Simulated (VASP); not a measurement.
# InP: optical spectrum of independent particles, by functional

InP, F-43m (no. 216), 2 atoms in the cell.

| Functional | ε at zero frequency, electronic | Mean energy of the absorption, weighted by Im ε (eV) | Direct gap on the mesh (eV) | Time (s) |
|---|---|---|---|---|
| HSE06 | 8.76 | 5.74 | 1.50 | 466 |
| DDH | 9.03 | 5.59 | 1.39 | 520 |
| r2SCAN0 | 6.52 | 6.68 | 2.36 | 696 |

Limits: The 8×8×8 mesh is coarse for a spectrum: peaks stand apart that a denser mesh merges, and ε at zero frequency can be far too high; spin-orbit coupling is left out, which can matter with atoms this heavy; the pull between electron and hole is left out.

## Input of the first row

INCAR.step1:
```
EDIFF = 1E-5
ENCUT = 300
ISMEAR = 0
KPAR = 4
LASPH = T
LCHARG = F
LWAVE = T
NBANDS = 25
PREC = Accurate
SIGMA = 0.02
```

INCAR.step2:
```
ALGO = Normal
CSHIFT = 0.1
EDIFF = 1E-7
ENCUT = 300
GGA = PE
HFSCREEN = 0.2
ISMEAR = 0
ISTART = 1
KPAR = 4
LASPH = T
LCHARG = F
LHFCALC = T
LOPTICS = T
LWAVE = T
NBANDS = 25
NEDOS = 2000
PREC = Accurate
PRECFOCK = Fast
SIGMA = 0.02
```

KPOINTS:
```
k-points
0
Gamma
  8 8 8
```

POSCAR:
```
InP
1.0
    0.0000000000      2.9305000000      2.9305000000
    2.9305000000      0.0000000000      2.9305000000
    2.9305000000      2.9305000000      0.0000000000
In P
1 1
Direct
    0.0000000000      0.0000000000      0.0000000000
    0.7500000000      0.7500000000      0.7500000000
```

Commands (each step's output is kept before the next begins):
```
cat potpaw_PBE.64/In_d/POTCAR potpaw_PBE.64/P/POTCAR > POTCAR
cp INCAR.step1 INCAR
mpirun -np 4 vasp_std > vasp.out
cp INCAR.step2 INCAR
mpirun -np 4 vasp_std > vasp.out
```

Changes of the last row against the first:
```
(step 2)
- GGA = PE
- HFSCREEN = 0.2
+ METAGGA = R2SCAN
+ AEXX = 0.25
+ LMIXTAU = True
```

VASP 6.6.1 took 466 s on 4 cores (Intel Xeon 6975P-C (Granite Rapids)), a shared host.
